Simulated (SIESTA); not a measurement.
ZnS:

```
Zn S
1.0
     0.00000    2.70200    2.70200
     2.70200    0.00000    2.70200
     2.70200    2.70200    0.00000
Zn S
1 1
Direct
  0.75000 0.75000 0.75000
  0.00000 0.00000 0.00000
```

```yaml
Program: SIESTA 5.4.2
Task: relaxation of cell and atoms
Functional: PW86PBE
Potentials_or_basis: PseudoDojo 0.4 standard (PBE files)
Basis: DZP (energy shift 0.002 Ry)
Grid_cutoff: 800 Ry
Energy_shift: 0.002 Ry
k_mesh: 9 × 9 × 9
Occupations: fermi-dirac, width 0.05 eV
Spin: no spin polarisation
```

At the start: pressure 5.9 GPa; volume 19.73 Å³/atom.

**Question.** Where does the relaxation end?

**Answer.** Over 4 steps the energy falls by 26.8 meV/atom and the volume is 21.28 Å³/atom (+7.9 %); space group F-43m (No. 216, to 0.05 Å).

Step by step:
| step | energy change (eV) | largest force (eV/Å) | pressure (GPa) | volume (Å³) |
| --- | --- | --- | --- | --- |
| 1 | 0.0000 | 0.0003 | 5.87 | 39.45 |
| 2 | -0.0050 | 0.0001 | 5.57 | 39.59 |
| 3 | -0.0536 | 0.0022 | 0.21 | 42.49 |
| 4 | -0.0536 | 0.0005 | 0.09 | 42.57 |

Final structure:
```
Zn S
1.0
    -0.00002    2.77129    2.77129
     2.77129   -0.00002    2.77129
     2.77129    2.77129   -0.00002
Zn S
1 1
Cartesian
  4.1569 4.1569 4.1569
  0.0000 0.0000 0.0000
```

Caveat: semicore shells carry a single zeta, which can move pressures by several GPa and volumes by a few percent; the potentials were made for another functional, which shifts forces and pressure; the basis of atomic orbitals isn't converged, which shifts pressures, moduli and gaps.
